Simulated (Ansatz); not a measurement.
# Equation of state of Mg under HSE06

It takes space group Fm-3m (No. 225, cubic). The conventional cell has a = 4.489 Å, b = 4.489 Å, c = 4.489 Å, α = 90.00°, β = 90.00°, γ = 90.00°. Mg (site symmetry m-3m) has 12 Mg at 3.17 Å as nearest neighbours.

This isn't the form of Mg at room conditions, which is hcp.

The cell was scaled at fixed shape and fractions and run with Ansatz, SPMS NC, cutoff 762 eV; HSE06, k mesh 7 × 7 × 7 on the cell of 1 atom, gaussian occupations of 0.01 eV, no spin polarisation, no spin-orbit coupling. The potentials were made for PBE. Energies are those that the program minimises, any entropy of the smearing included. For a metal such a mesh isn't converged to the digits shown.

```tsv
V (Å³/atom)	energy over the lowest row (meV/atom)
21.2508	21.393
21.7029	?
22.1551	5.612
22.6072	1.663
23.0594	0.000
23.5115	0.438
23.9637	2.759
```

Q: Fit the third-order Birch-Murnaghan form, give V0, B0 and B′, and predict the energy left open.

A: With y = (V0/V)^(2/3), E = E0 + (9 V0 B0/16) [(y - 1)³ B′ + (y - 1)² (6 - 4y)]. Least squares through the rows shown give V0 = 23.1865 Å³/atom, E0 = -0.076 meV, B0 = 36.85 GPa (1 eV/Å³ = 160.218 GPa) and B′ = 3.98, with a largest miss of 0.005 meV. At V = 21.7029 the form with these constants gives 12.105 meV; the run gave 12.107 meV an atom.
